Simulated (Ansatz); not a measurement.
# Electron scattering at the Σ5 (210) boundary in bcc W with Ta (substitutional), part 2 of 2

Wanted: what the Σ5 (210) boundary in bcc W with Ta (substitutional) costs an interconnect.

Ansatz 0.2.0; Ansatz plane-wave DFT, PBE, PAW files; relaxation of a bicrystal slab with its lowest layers held; PAW set soft_1 (the session's first sound run).

So far. Step 2 (Relaxing the bicrystal): The largest force component on a free atom ends at 0.030 eV/Å, under the tolerance of 0.03, after 5 steps.

## (3) Transmission across the boundary

Bulk layers of each grain are laid under and over the relaxed boundary, and a lead is named in the middle of each, away from the free faces. The mesh across the current, 10×20, is finer than the density's, because channels open and close sharply across the zone. Energies from -0.1 to 0.1 eV in steps of 0.05 eV are too few for the program's thermal sum, so it prints no conductance; for a metal the transmission near the Fermi level serves, at a fraction of the cost.

This step: Ansatz plane-wave DFT, PBE, PAW files; ballistic transport by layer matching (Landauer), zero bias; boundary relaxed in a short slab, bulk layers laid on; PAW set soft_1 (Ansatz 0.2.0).

System of this step: Σ5 (210) boundary in bcc W with Ta (substitutional). The cell holds 61 atoms: 60 W and 1 Ta. Its edges and angles: a = 7.077 Å, b = 3.165 Å, c = 51.039 Å, α = 90.0°, β = 90.0°, γ = 90.0°. It derives from W. Regions: lower grain, 25 atoms (25 W); boundary, 16 atoms (15 W and 1 Ta); upper grain, 20 atoms (20 W). Vacuum lies along c.

The input, input.yaml:

```yaml
crystal:
  lattice:
    - [7.0767079352, 0.0, 0.0]
    - [0.0, 3.1648, 0.0]
    - [0.0, 0.0, 51.0389319853]
  atoms:
    - { symbol: W, position: [-9.9000000001, -16.5, 0.0783715459] }
    - { symbol: W, position: [-9.6000000001, -16.0, 0.0922368594] }
    - { symbol: W, position: [-9.3000000001, -15.5, 0.1061021729] }
    - { symbol: W, position: [-9.0000000001, -15.0, 0.1199674864] }
    - { symbol: W, position: [-8.7000000001, -14.5, 0.1338327999] }
    - { symbol: W, position: [-8.4000000001, -14.0, 0.1476981135] }
    - { symbol: W, position: [-8.1000000001, -13.5, 0.161563427] }
    - { symbol: W, position: [-7.8000000001, -13.0, 0.1754287405] }
    - { symbol: W, position: [-7.5000000001, -12.5, 0.189294054] }
    - { symbol: W, position: [-7.2000000001, -12.0, 0.2031593675] }
    - { symbol: W, position: [-6.9000000001, -11.5, 0.217024681] }
    - { symbol: W, position: [-6.6000000001, -11.0, 0.2308899946] }
    - { symbol: W, position: [-6.3000000001, -10.5, 0.2447553081] }
    - { symbol: W, position: [-6.0000000001, -10.0, 0.2586206216] }
    - { symbol: W, position: [-5.7000000001, -9.5, 0.2724859351] }
    - { symbol: W, position: [-5.4000000001, -9.0, 0.2863512486] }
    - { symbol: W, position: [-5.1000000001, -8.5, 0.3002165621] }
    - { symbol: W, position: [-4.8, -8.0, 0.3140818757] }
    - { symbol: W, position: [-4.5, -7.5, 0.3279471892] }
    - { symbol: W, position: [-4.2, -7.0, 0.3418125027] }
    - { symbol: W, position: [-3.9, -6.5, 0.3556778162] }
    - { symbol: W, position: [-3.6, -6.0, 0.3695431297] }
    - { symbol: W, position: [-3.3, -5.5, 0.3834084432] }
    - { symbol: W, position: [-3.0, -5.0, 0.3972737568] }
    - { symbol: W, position: [-2.7, -4.5, 0.4111390703] }
    - { symbol: W, position: [0.6, 0.0, 0.4250043838] }
    - { symbol: W, position: [0.8994859429, 0.5, 0.4384530333] }
    - { symbol: W, position: [0.2007395386, 0.0, 0.4526494948] }
    - { symbol: W, position: [0.5028577799, 0.5, 0.4670295196] }
    - { symbol: W, position: [0.7988869623, 0.0, 0.4820058848] }
    - { symbol: W, position: [0.1009150399, 0.5, 0.492984045] }
    - { symbol: W, position: [0.4052032239, 0.0, 0.50871001] }
    - { symbol: W, position: [0.692514253, 0.5, 0.5260052596] }
    - { symbol: Ta, position: [0.0380448379, 0.0, 0.5357305866] }
    - { symbol: W, position: [0.426558812, 0.0, 0.5604442318] }
    - { symbol: W, position: [0.122453876, 0.5, 0.5771931274] }
    - { symbol: W, position: [0.8138025814, 0.0, 0.5875872578] }
    - { symbol: W, position: [0.5224710407, 0.5, 0.6024729878] }
    - { symbol: W, position: [0.2184370188, 0.0, 0.6173892798] }
    - { symbol: W, position: [0.9172587614, 0.5, 0.6307679304] }
    - { symbol: W, position: [0.6180542189, 0.0, 0.6443221838] }
    - { symbol: W, position: [-2.6819457811, -4.5, 0.6581874973] }
    - { symbol: W, position: [-2.9819457811, -5.0, 0.6720528108] }
    - { symbol: W, position: [-3.2819457811, -5.5, 0.6859181243] }
    - { symbol: W, position: [-3.5819457811, -6.0, 0.6997834379] }
    - { symbol: W, position: [-3.8819457811, -6.5, 0.7136487514] }
    - { symbol: W, position: [-4.1819457811, -7.0, 0.7275140649] }
    - { symbol: W, position: [-4.4819457811, -7.5, 0.7413793784] }
    - { symbol: W, position: [-4.7819457811, -8.0, 0.7552446919] }
    - { symbol: W, position: [-5.0819457811, -8.5, 0.7691100054] }
    - { symbol: W, position: [-5.3819457812, -9.0, 0.782975319] }
    - { symbol: W, position: [-5.6819457812, -9.5, 0.7968406325] }
    - { symbol: W, position: [-5.9819457812, -10.0, 0.810705946] }
    - { symbol: W, position: [-6.2819457812, -10.5, 0.8245712595] }
    - { symbol: W, position: [-6.5819457812, -11.0, 0.838436573] }
    - { symbol: W, position: [-6.8819457812, -11.5, 0.8523018865] }
    - { symbol: W, position: [-7.1819457812, -12.0, 0.8661672001] }
    - { symbol: W, position: [-7.4819457812, -12.5, 0.8800325136] }
    - { symbol: W, position: [-7.7819457812, -13.0, 0.8938978271] }
    - { symbol: W, position: [-8.0819457812, -13.5, 0.9077631406] }
    - { symbol: W, position: [-8.3819457812, -14.0, 0.9216284541] }
kpoints:
  mp_grid: { grid: [4, 8, 1] }
hamiltonian:
  xc: pbe
  pseudopotentials: { kind: paw, azcp: { folder: soft_1 } }
scf:
  occupations: { method: fermi_dirac, width: 0.1 }
output:
  transmission:
    leads: [[13, 14], [49, 50]]
    kmesh: [10, 20]
    e_range: [-0.1, 0.1]
    de: 0.05
  write_potential: true
  write_density: true
  volumetric_format: npy
  elf: true
```

On the command line:

```
$ ansatz run input.yaml --threads 4 --pin off --max-ram 15360MiB --backend cpu --events-out ev --progress --plain --runs-dir out
```

Numbers of over 12 decimals in the logs are rounded to 6 here.

Output:

```text
[...]
Crystal: 61 atoms, lattice volume = 1143.087 Å³
Basis set: ecut = 420 eV, 22267 PW (Γ)
Bands: 512, of which v1, the nominal top of the filled ones, is band 427 counted from 1 (426 counted from 0)
Symmetry: 2 space group operations
[...]
k-points: 15 of 32 (time reversal used)
[...]
SCF iter   1: F=—  HF=-633093.298822 eV  |F-HF|=—  |Δ(HF+E_count)|=         —  Δρ=6.21e-2  dr2=7.03e2  ethr=3.10e-3  ⟨swp⟩=6.1  Hψ=30753  notcnv=0
[...]
SCF iter  14: F=-633074.442034 eV  HF=-633074.442034 eV  |F-HF|=1.16e-10  |Δ(HF+E_count)|=   3.49e-9  Δρ=2.44e-7  dr2=9.06e-10  ethr=1.00e-12  ⟨swp⟩=1.1  Hψ=18345  notcnv=0
SCF 1 converged in 14 iterations: F = -633074.442034 eV  dr2 = 9.06e-10
[...]
transmission: 264 of 2640 steps passed
transmission: 528 of 2640 steps passed
[...]
transmission: 2640 of 2640 steps passed
WARN: The input density's exchange-correlation potential varies sharply where the density is thin. Do not read a vacuum level from v_tot or v_xc, or from such a field of the output density. On a cell that repeats whose density bears no net charge and no dipole along the vacuum's axis use v_es (v_loc + v_h of the components); under efield.dipole_correction with no amplitude use v_es + v_field, which holds any external [...]
SCF converged after 14 iterations
an eigenvalue changed by more than its tolerance at an iteration that met the thresholds in force, so the SCF went on 2 times: the last check was not made
the last check of whether an eigenvalue changes by more than its tolerance under the output density was not made (no_room)
Free energy (F): -633074.442034 eV
[...]
Internal energy: -633073.269981 eV  (E = F + TS)
E sigma→0 (E₀):  -633073.856007 eV
Entropy (-TS):   -1.172054 eV (-19.214 meV/atom)
Fermi energy:    18.300659 eV
[...]
--- Band table (eV; the first three rows and the last of 15) ---
  k-point 0: bands = [... 423 lower, 17.9751, 18.0159, 18.0255, 18.0454, 18.0525, 18.0797, 18.1291, 18.2181, ... 81 higher]
  k-point 1: bands = [... 423 lower, 18.0603, 18.1485, 18.1729, 18.2035, 18.2360, 18.2459, 18.2727, 18.4225, ... 81 higher]
  k-point 2: bands = [... 423 lower, 17.9738, 18.0190, 18.1069, 18.3488, 18.4067, 18.4879, 18.6503, 18.7366, ... 81 higher]
  k-point 14: bands = [... 423 lower, 18.5813, 18.6527, 18.7194, 18.7419, 18.8409, 18.9140, 19.0030, 19.0346, ... 81 higher]
--- Transmission ---
  basis      : 193 plane waves across, 40 finite elements along
  points     : 66, standing for a mesh of 10 x 20
  energies   : 5 from -0.100000 to 0.100000 eV about the Fermi level, 0.050000 eV apart; the leads are filled to 0.000000 eV, and channels, transmission and decay are at 0.000000 eV
  crystal 0  : W4, at the sites [13, 14], period 2.8307 Å, over 18.40 Å; its Hamiltonian steps by up to 44.8 meV: too much for a lead, lay more layers or, if its atoms are ordered, name the step of that order
    offset         : up to 0.0000 Å between an atom of the period and one for which it stands
    channels       : 2.580000e0 a spin
    conductance    : none, the energies end too early or step too widely for 300 K: set another output.transmission.e_range or a lower de, or, where they end at an eighth of basis.ecutwfc, a higher one
    slowest decay  : 0.0221 /Å at (0.4000, 0.2500)
[...]
channels       : 2.600000e0 a spin
[...]
slowest decay  : 0.0276 /Å at (0.4000, 0.2500)
  junction   : crystal 0 to crystal 1, 12.85 to 37.49 Å
    transmission   : 1.081980e0 a spin
[...]
```

The job ended after 21 min (4 threads of Arm Neoverse V2, shared host; peak memory 12 GiB).

This step gave:

```yaml
free_energy: -633074.4420 eV
energy_at_zero_smearing: -633073.8560 eV
fermi_energy: 18.30 eV
cell_area: 22.40 Å²
transmission_per_spin_nearest_the_fermi_level: 1.082
open_channels_per_spin_nearest_the_fermi_level: 2.58
open_channels_per_spin_upper_lead: 2.6
step_of_the_lead_s_potential: 44.8 meV
step_of_the_upper_lead_s_potential: 16.1 meV
```

Per spin. Transmission, zone mean against energy, zero at the Fermi level:

```
energy (eV)  transmission, zone mean
    -0.1000                     1.10
    -0.0500                     1.10
     0.0000                     1.08
     0.0500                     1.10
     0.1000                     1.12
```

Per spin. Table of open channels, zone mean by energy, zero at the Fermi level:

```
energy (eV)  lead  upper lead
    -0.1000  2.54        2.58
    -0.0500  2.53        2.53
     0.0000  2.58         2.6
     0.0500  2.74         2.7
     0.1000  2.81        2.81
```

Transmission over k1 and k2. At 0.0000 eV from the Fermi level.

Ten even steps from '_' (0.00) to '@' (4.50):
```
..__..::++==++::..__
________::..::______
______..........____
______::......::____
____......__......__
__........__........
::__::....__....::__
**##==----::----==##
@@@@++++======++++@@
@@@@##++==--==++##@@
@@@@++++======++++@@
**##==----::----==##
::__::....__....::__
__........__........
____......__......__
______::......::____
______..........____
________::..::______
..__..::++==++::..__
....::::++==++::::..
```
Columns: k1 (b1) from -0.5 to 0.4; rows upwards: k2 (b2) from -0.5 to 0.45.

Open channels over k1 and k2. At 0.0000 eV from the Fermi level.

Ten even steps from '_' (0.00) to '@' (9.00):
```
::::--::======::--::
____....::::::....__
______::::::::::____
______..------..____
____..::::::::::..__
__....::::::::::....
::..::::::::::::::..
**##++--======--++##
%%@@**++======++**@@
%%@@%%**======**%%@@
%%@@**++======++**@@
**##++--======--++##
::..::::::::::::::..
__....::::::::::....
____..::::::::::..__
______..------..____
______::::::::::____
____....::::::....__
::::--::======::--::
::::--::======::--::
```
Columns: k1 (b1) from -0.5 to 0.4; rows upwards: k2 (b2) from -0.5 to 0.45.

Valence density in the ca plane at fractional y = 0.000, with atoms of W and Ta within 0.2 Å of it. It is the smooth field of the valence electrons, not physical close to the nuclei.

Ten even steps from '0' (0.2 e/Å³) to '9' (5.6 e/Å³), each cell a mean:
```
01699510000000000000025630000000000000004885
00244100000000132100001100001353000000001221
00000000000001698300000000003897200000000000
00000000000002899500000000004999200000000000
00000000000001698300000000002685100001100000
00000024310000243100000000000121000025641000
00000169840000000000000000000000000049982000
00000289951000000000000000000000000149972000
10000158730000000001000001220000000025741000
52000012200000000156410016972000000001100000
96100000000000000499830039994000000000000001
97100000000000000499830027983000000000000001
73000000001110000157410002431000023200000000
10000000014751000011100000000000279720000000
00000000038994000000000000000000399940000000
00000000028993000000001100000000279720000000
00122100014641000000025630000000024300001342
01477300000100000000157761000000000000004996
02799610000000000000157771000000000000016998
```
Columns run along c (16.0 Å, from fractional 0.37 to 0.69 of the cell), rows up along a (7.1 Å). Atoms in or near the plane, at fractional coordinates: W at (0.40, 0.00), W at (0.43, 0.60), W at (0.45, 0.20), W at (0.48, 0.80), W at (0.51, 0.41), Ta at (0.54, 0.04), W at (0.56, 0.43), W at (0.59, 0.81), W at (0.62, 0.22), W at (0.64, 0.62), W at (0.67, 0.02).

Electrostatic potential energy in the ca plane at fractional y = 0.000, with atoms of W and Ta within 0.2 Å of it. With pseudopotentials it is smooth inside the atoms' cores, unlike the true potential.

Values in eV, 10 rows by 16 columns, each cell a mean:
```
  2 -23   8  19  18   2  12   9 -12  12   3   1  19  19   1 -18
 17  10  17  19  10 -25  -7  19  17  17 -18 -21  16  18  17  14
 19  18   3  10  12 -22  -3  19  19  18 -10 -13  16  -1   3  19
 19  14 -24 -12  18  10  15  19  19  18  15  15  15 -22 -17  18
  6  14 -20  -8  18  19   6   4  15  -8   8  19  17 -13  -8  16
-20  16  12  15  19  17 -17 -21   4 -26  -7  19  18  15  16  10
-15  17  19  10   2  17 -11 -15  11 -15   4  14  -7  12  19  14
 12  18  18 -10 -24  12  15  13  16  16  18   3 -27  -2  18  18
 14   0  16  -6 -20  14  19   8 -13  12  19   9 -19   6   9  -6
 -2 -26   5  15  11  18  19  -3 -28   4  19  18  14  18  -8 -26
```
Columns run along c (16.0 Å, from fractional 0.37 to 0.69 of the cell; values clipped at the 3rd and 97th percentile), rows up along a (7.1 Å). Atoms in or near the plane, at fractional coordinates: W at (0.40, 0.00), W at (0.43, 0.60), W at (0.45, 0.20), W at (0.48, 0.80), W at (0.51, 0.41), Ta at (0.54, 0.04), W at (0.56, 0.43), W at (0.59, 0.81), W at (0.62, 0.22), W at (0.64, 0.62), W at (0.67, 0.02).

ELF in the ca plane at fractional y = 0.000, with atoms of W and Ta within 0.2 Å of it. It is the smooth field of the valence electrons, not physical close to the nuclei.

Values, 10 rows by 16 columns, each cell a mean:
```
0.32 0.55 0.37 0.45 0.39 0.31 0.34 0.29 0.55 0.29 0.35 0.31 0.42 0.44 0.36 0.52
0.40 0.29 0.39 0.46 0.36 0.50 0.39 0.42 0.36 0.29 0.47 0.49 0.39 0.44 0.34 0.34
0.45 0.43 0.29 0.33 0.29 0.53 0.41 0.47 0.43 0.37 0.44 0.44 0.30 0.36 0.30 0.45
0.46 0.38 0.50 0.42 0.38 0.32 0.31 0.45 0.43 0.31 0.31 0.36 0.35 0.46 0.47 0.42
0.33 0.30 0.50 0.42 0.44 0.45 0.30 0.33 0.39 0.44 0.35 0.44 0.40 0.45 0.39 0.31
0.46 0.35 0.33 0.30 0.45 0.39 0.50 0.48 0.38 0.45 0.45 0.41 0.41 0.31 0.40 0.34
0.46 0.41 0.46 0.29 0.34 0.31 0.43 0.49 0.40 0.50 0.31 0.30 0.41 0.34 0.45 0.37
0.28 0.45 0.45 0.45 0.48 0.32 0.34 0.33 0.37 0.38 0.43 0.36 0.46 0.41 0.47 0.39
0.33 0.34 0.33 0.37 0.51 0.38 0.47 0.38 0.55 0.35 0.44 0.36 0.53 0.31 0.32 0.37
0.41 0.49 0.33 0.38 0.28 0.43 0.48 0.42 0.45 0.40 0.49 0.37 0.31 0.43 0.41 0.46
```
Columns run along c (16.0 Å, from fractional 0.37 to 0.69 of the cell), rows up along a (7.1 Å). Atoms in or near the plane, at fractional coordinates: W at (0.40, 0.00), W at (0.43, 0.60), W at (0.45, 0.20), W at (0.48, 0.80), W at (0.51, 0.41), Ta at (0.54, 0.04), W at (0.56, 0.43), W at (0.59, 0.81), W at (0.62, 0.22), W at (0.64, 0.62), W at (0.67, 0.02).

Over the solved energies the transmission per spin lies between 1.08 and 1.12, out of 2.64 channels of the lead on average (up to 2.81). The log calls the step of a lead's potential too much.

## (4) Specific resistance

This step: Ansatz plane-wave DFT, PBE, PAW files; ballistic transport by layer matching (Landauer), zero bias; specific resistance of the boundary; PAW set soft_1 (Ansatz 0.2.0).

Numbers from this step:

```yaml
area_resistance: 1.533 fΩ m²
t_over_the_leads_mean_channel_count: 0.4165
```

Averaged over the energies near the Fermi level, 41.7 % of the channels pass, which makes 1.53 fΩ m².

By hand, with T and the leads' channels N averaged over the energies near the Fermi level: RA = A (h/2e²)(1/T − ½[1/N₁ + 1/N₂]) = 22.40×10⁻²⁰ m² × 12 906 Ω × (1/1.100 − ½[1/2.64 + 1/2.644]) = 1.53 fΩ m².

## (5) Results

| Property | Result |
| --- | --- |
| specific resistance of the boundary | 1.53 fΩ m² |
| share of channels that pass | 0.417 |

The boundary has a specific resistance of 1.5 fΩ m². The boundary reflects 58 % of the channels; 1.5 fΩ m² is 15×10⁻¹² Ω·cm². That equals the resistance of 28 nm of bulk W at 300 K (measured 5.44 µΩ cm, CRC Handbook of Chemistry and Physics, 84th ed., 2003, Electrical Resistivity of Pure Metals). One Ta in 22.4 Å² of boundary is a high coverage. Each plane of this narrow cell holds one atom, so the solute fills a whole plane. One starting structure was relaxed; another shift or atom count at the boundary may lie lower. Spin-orbit coupling is left out, which matters for Ta and W. A lead's potential steps by up to 45 meV from period to period, which the log calls too much, so longer leads could move the result.

[Logs are printed without paths, hosts, clocks, repeated set-up lines and the standing remarks that a program may print on its own settings, such as how far it seeks lower states.]

[Hosts, paths, dates, database ids (printed as entryN), source tags and the programs' standing remarks are cut or masked in the printed files.]
